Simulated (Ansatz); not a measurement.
**Straining Ni₂Ge**

Level of theory: Ansatz, DFT PBEsol, scalar-relativistic, plane waves, PAW. Settings: 420 eV cutoff, 12×12×8 k-mesh, Gaussian smearing of 0.10 eV, no spin polarisation.

Reference structure (relaxed):

```yaml
crystal:
  lattice:
    - [3.97196, 0.00000, 0.00000]
    - [-1.98598, 3.43982, 0.00000]
    - [0.00000, 0.00000, 5.01406]
  atoms:
    - { symbol: Ni, position: [0.66667, 0.33333, 0.25000] }
    - { symbol: Ni, position: [0.33333, 0.66667, 0.75000] }
    - { symbol: Ni, position: [0.00000, 0.00000, 0.00000] }
    - { symbol: Ni, position: [0.00000, 0.00000, 0.50000] }
    - { symbol: Ge, position: [0.66667, 0.33333, 0.75000] }
    - { symbol: Ge, position: [0.33333, 0.66667, 0.25000] }
```

Deformation: biaxial strain in the a-b plane, with the length and tilt of c and the atoms relaxed, all within the symmetry that the strain leaves. Energies are extrapolated to zero smearing.

```
strain (%)  ΔE (meV/atom) a (Å) b (Å) c (Å)
      -3.0           30.7  3.853  3.853  5.144
      -2.0           13.4  3.893  3.893  5.095
      -1.0            3.3  3.932  3.932  5.052
      +0.0            0.0  3.972  3.972  5.014
      +1.0            3.1  4.012  4.012  4.981
      +2.0           12.2  4.051  4.051  4.951
      +3.0           26.6  4.091  4.091  4.925
```

Problem. What stiffness (1/V) d²E/dε² at zero strain does a cubic fit over all points give?

Solution. A cubic fit gives (1/V) d²E/dε² = 893 GPa at zero strain (twice the biaxial modulus).

Problem. How does the free axis c answer a small strain?

Solution. Between the innermost points its strain is -0.71 times the applied one.